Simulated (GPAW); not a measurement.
A run of GPAW 26.7.0 is set up as follows.

Contents of run.py:

```python
from ase import Atoms
from ase.dft.bandgap import bandgap
from ase.io import write
from ase.units import Bohr, GPa
from gpaw import GPAW, PW, setup_paths
from gpaw.elf import elf_from_dft_calculation

setup_paths.insert(0, '.')

atoms = Atoms(['Ba', 'Ba', 'Ti', 'O', 'O', 'O', 'O'],
              cell=[[3.982053, 0.0, 0.0],
                    [0.0, 3.982053, 0.0],
                    [0.0, 0.0, 8.788151]],
              scaled_positions=[[0.0, 0.0, 0.274429],
                                [0.0, 0.0, 0.725571],
                                [0.5, 0.5, 0.5],
                                [0.5, 0.0, 0.5],
                                [0.0, 0.5, 0.5],
                                [0.5, 0.5, 0.273383],
                                [0.5, 0.5, 0.726617]],
              pbc=True)

calc = GPAW(mode=PW(800),
            xc='PBEsol',
            kpts={'size': (7, 7, 3), 'gamma': True},
            occupations={'name': 'methfessel-paxton', 'order': 0, 'width': 0.02},
            nbands=48,
            convergence={'density': 1e-05, 'energy': 1e-05},
            maxiter=150,
            txt='gpaw.txt')
atoms.calc = calc
energy = atoms.get_potential_energy()
forces = atoms.get_forces()
stress = atoms.get_stress()
calc.write('gs.gpw')
write('result.traj', atoms)
print(f'Energy: {energy:.6f} eV')
print('Forces (eV/A):')
print(forces.round(4))
print('Stress (GPa):', (stress / GPa).round(3))
print('Fermi level:', round(calc.get_fermi_level(), 4), 'eV')
print(f'Gap: {bandgap(calc)[0]:.4f} eV, direct: {bandgap(calc, direct=True)[0]:.4f} eV')

# fields on the real-space grid
write('density.cube', atoms, data=calc.get_pseudo_density() * Bohr**3)
write('potential.cube', atoms, data=calc.get_electrostatic_potential())
write('elf.cube', atoms, data=elf_from_dft_calculation(calc).data)
```

Potentials or basis: PAW data sets generated in the run's folder for this functional, pw.

Launch:

```bash
$ gpaw-setup -f PBEsol Ba O Ti
$ OMP_NUM_THREADS=1 python run.py
```

Task: Predict the largest force.

Result: 0.464 eV/Å.

Task: Estimate the pressure.

Result: -3.8 GPa.

Task: Estimate the band gap on the k mesh.

Result: 1.90 eV, indirect (least direct gap 1.96 eV).

Stress tensor (GPa, compression positive):
```
-4.24  0.00  0.00
 0.00 -4.24  0.00
 0.00  0.00 -3.00
```

Caveat: spin-orbit coupling is left out, which moves the levels of the heavy elements; an odd mesh through Γ misses points on the zone boundary, where band edges often lie.
